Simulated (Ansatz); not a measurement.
**fcc against bcc along the lanthanides**

Computed with DFT, PBE, plane waves (420 eV) with PAW, scalar-relativistic in Ansatz 0.2.0.

Each structure is relaxed within its symmetry, in the lowest magnetic state of the tried starts. Differences under about 8 meV lie within the error of the k-point mesh.

Semilocal functionals delocalise ytterbium's f shell and shrink the cell.

```tsv
element	E(fcc) − E(bcc) (meV/atom)	V(fcc) (Å³/atom)	V(bcc) (Å³/atom)	state of fcc	state of bcc
La	-122	37.32	37.98	spin not included	spin not included
Yb	2	35.62	34.67	non-magnetic	spin not included
Lu	-98	29.10	29.69	spin not included	spin not included
```
